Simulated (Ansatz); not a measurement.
**All-electron card of Os**

```
Os
1.0
     0.00000    1.92825    1.92825
     1.92825    0.00000    1.92825
     1.92825    1.92825    0.00000
Os
1
Direct
  0.00000 0.00000 0.00000
```

The cell was built from the fcc type and relaxed in the same program, and has space group Fm-3m; it needn't be a known or the stable phase.

Spin–orbit coupling is left out, though it moves levels of the heavy atoms by tenths of an eV or more.

Level of theory: DFT, PBE, all-electron LAPW, scalar-relativistic in Ansatz 0.2.0.

The runs use a Γ-centred 17×17×17 k mesh, Fermi–Dirac smearing of 0.05 eV, basis error target 1 meV/atom, no spin polarisation.

```json
{"Pressure at this cell": "0.00 GPa", "Volume per atom": "14.34 Å³"}
```

**Question.** Band gap: what does the calculation give?

**Answer.** none: bands cross the Fermi level, a metal.

**Question.** Density of states at the Fermi level (0.2 eV bin): what does the calculation give?

**Answer.** 0.80 states/eV per cell.
